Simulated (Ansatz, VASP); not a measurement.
One calculation of ZnS, two programs

```
Zn S
1.0
     0.00000    2.70465    2.65056
     2.70465    0.00000    2.65056
     2.70465    2.70465    0.00000
Zn S
1 1
Direct
  0.00000 0.00000 0.00000
  0.75000 0.75000 0.75000
```

Change from the starting cell: zz strain of -2 %, crystal datasets.

Alike in both runs: task electric field gradients; functional PBE; k mesh 8 × 8 × 8; occupations fermi-dirac, width 0.01 eV; no spin polarisation.

|  | VASP | Ansatz |
| --- | --- | --- |
| version | VASP 6.6.1 | Ansatz 0.2.0 |
| potentials or method | VASP PAW PBE potentials, release 64 (Zn, S), cutoff 520 eV | all-electron PAW with datasets made for the crystal, scalar-relativistic |

```tsv
	VASP	Ansatz	Ansatz less VASP
gap on the k mesh at the Fermi level (eV)	2.14	2.14	-0.003
pressure (GPa)	3.1	3.0	-0.16
largest component of the traceless stress (GPa)	0.51	0.51	+0.005
Vzz of the field gradient on the site that differs most (V/Å²)	3.7	3.9	+0.21
```

Ansatz ran all-electron here, so the differences hold the error of VASP's frozen core and of both bases.
